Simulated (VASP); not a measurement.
Al3Cu: equation of state with PBEsol

The system is Al3Cu.

```
Cu Al
1.0
     2.77841    0.00000    0.00000
     0.00000    2.77841    0.00000
     0.00000    0.00000    7.51340
Cu Al
1 3
Direct
  0.00000 0.00000 0.00000
  0.50000 0.50000 0.77388
  0.50000 0.50000 0.22612
  0.00000 0.00000 0.50000
```

The cell comes from a database or a generator and needn't be the stable form of this composition.

```
Program                : VASP 6.6.1
Task                   : equation of state
Functional             : PBEsol
Potentials or basis    : VASP PAW PBE potentials, release 64 (Cu, Al)
Cutoff                 : 520 eV
k mesh                 : 10 × 10 × 4
Occupations            : fermi-dirac, width 0.05 eV
Spin                   : no spin polarisation
Ladder                 : free
Further INCAR settings : ALGO = Normal; EDIFF = 1e-07; NBANDS = 18
```

```yaml
Equilibrium_volume: 14.68 Å³/atom
Bulk_modulus_at_fixed_shape_and_positions: 103 GPa
Pressure_derivative_of_the_bulk_modulus: 4.4
```

Energy against volume, from the lowest point:
| volume (Å³/atom) | energy (meV/atom) |
| --- | --- |
| 13.630 | 27.25 |
| 13.920 | 13.63 |
| 14.210 | 4.86 |
| 14.500 | 0.47 |
| 14.790 | 0.00 |
| 15.080 | 3.06 |
| 15.370 | 9.27 |

All runs of the series together: 4.5 min on 1 thread of Intel(R) Xeon(R) Platinum 8488C (Sapphire Rapids), on a shared host.

Caveat: the cell was scaled at fixed shape and fractional positions, which overstates the stiffness of a crystal with free parameters, most of all of layers and chains; the PAW data sets were made with another functional, which shifts forces and pressure a little.
